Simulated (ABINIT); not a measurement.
Set up this calculation in ABINIT 10.8.3 (patched build), as the native input.

| Quantity | Value |
| --- | --- |
| Task | band structure |
| Functional | PW91 |
| Potentials or basis | JTH PAW PBE v2.0 |
| Cutoff | 626 eV |
| k mesh | 9 × 9 × 9 |
| Occupations | fermi-dirac, width 0.05 eV |
| Spin | spin-orbit coupling, no magnetisation |
| Fine-grid cutoff | 1224.51 eV |
| Exchange and correlation inside the PAW spheres | full angular mesh (pawxcdev 0, this build's default; the released program takes 1) |

SrO:

```
CELL_PARAMETERS angstrom
0.00000 2.56630 2.56630
2.56630 0.00000 2.56630
2.56630 2.56630 0.00000
ATOMIC_POSITIONS crystal
Sr 0.50000 0.50000 0.50000
O 0.00000 0.00000 0.00000
```

The input as run:

run.abi

```
# Datasets: ground state, then fixed potential
ndtset 2

# Pseudopotentials
pp_dirpath "./"
pseudos "Sr.GGA_PBE-JTH.xml, O.GGA_PBE-JTH.xml"

# Structure
acell 3.6292962651 3.6292962651 3.6292962651 Angstrom
rprim
     0.0000000000     0.7071067812     0.7071067812
     0.7071067812     0.0000000000     0.7071067812
     0.7071067812     0.7071067812     0.0000000000
ntypat 2
znucl 38 8
natom 2
typat 1 2
xred
     0.5000000000     0.5000000000     0.5000000000
     0.0000000000     0.0000000000     0.0000000000

# Plane-wave basis
ecut 23.0
pawecutdg 45.0

# Exchange and correlation
ixc -109134

# Bands and occupations
occopt 3
tsmear 0.00183747

# Spin
nspinor 2
nspden 1
pawspnorb 1

# SCF cycle
nstep 100

# Output
iomode 3
prtwf 0
prteig 0
prtebands 0
prtden1 1

# Dataset 1
kptopt1 4
ngkpt1 9 9 9
nshiftk1 1
shiftk1 0.0 0.0 0.0
nband1 24
tolvrs1 1.0e-9

# Dataset 2: bands along G-X-W-K-G-L-U-W-L-K
iscf2 -2
getden2 1
nband2 36
nbdbuf2 8
tolwfr2 1.0e-11
kptopt2 -9
ndivsm2 6
prteig2 1
kptbounds2
     0.0000000000     0.0000000000     0.0000000000
     0.5000000000     0.0000000000     0.5000000000
     0.5000000000     0.2500000000     0.7500000000
     0.3750000000     0.3750000000     0.7500000000
     0.0000000000     0.0000000000     0.0000000000
     0.5000000000     0.5000000000     0.5000000000
     0.6250000000     0.2500000000     0.6250000000
     0.5000000000     0.2500000000     0.7500000000
     0.5000000000     0.5000000000     0.5000000000
     0.3750000000     0.3750000000     0.7500000000
```

Potentials or basis: JTH PAW PBE v2.0.

Run with:

```console
$ abinit run.abi > log 2>&1
```

It gave:

```json
{"Pressure": "2.5 GPa", "Band gap on the k mesh": "3.36 eV, indirect (least direct gap 3.42 eV)", "Band gap along the path": "3.30 eV, indirect (least direct gap 3.36 eV)", "Valence electrons inside the program's atomic spheres": "Sr 7.36; O 4.52"}
```

Caveat: the PAW data sets were made with another functional, which shifts forces and pressure a little.

Run time: 3.5 min on 1 thread of Arm Neoverse V1, on a shared host, peak memory 0.23 GiB.
